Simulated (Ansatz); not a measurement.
Mg:

```
Mg
1.0
    -1.82908    1.82402    1.70960
     1.76824   -1.86768    1.69081
     1.83524    1.87384   -1.75733
Mg
1
Direct
  0.00000 0.00000 0.00000
```

The cell isn't the ideal one: cell strained at random at fixed volume.

- Program: Ansatz 0.2.0
- Task: relaxation of cell and atoms
- Functional: rPW86-PBE
- Potentials or basis: all-electron PAW datasets made for the crystal
- k mesh: 11 × 11 × 11
- Occupations: methfessel-paxton, width 0.05 eV
- Spin: no spin polarisation

At the start: volume 22.64 Å³/atom.

Question: Where does the relaxation end?

Answer: Over 9 steps the energy falls by 7.9 meV/atom and the volume is 22.69 Å³/atom (+0.2 %); space group Im-3m (No. 229, to 0.05 Å).

Step by step:
| step | energy change (eV) | largest force (eV/Å) | volume (Å³) |
| --- | --- | --- | --- |
| 1 | 0.0000 | 0.0000 | 22.64 |
| 2 | -0.0053 | 0.0000 | 22.76 |
| 3 | -0.0068 | 0.0000 | 22.74 |
| 4 | -0.0072 | 0.0000 | 22.71 |
| 5 | -0.0073 | 0.0000 | 22.70 |
| 6 | -0.0076 | 0.0000 | 22.67 |
| 7 | -0.0079 | 0.0000 | 22.68 |
| 8 | -0.0079 | 0.0000 | 22.69 |
| 9 | -0.0079 | 0.0000 | 22.69 |

Final structure:
```xyz
1
Lattice="-1.7894 1.7760 1.7749 1.7919 -1.7836 1.7846 1.7892 1.7836 -1.7875" Properties=species:S:1:pos:R:3 pbc="T T T"
Mg    0.0000    0.0000    0.0000
```
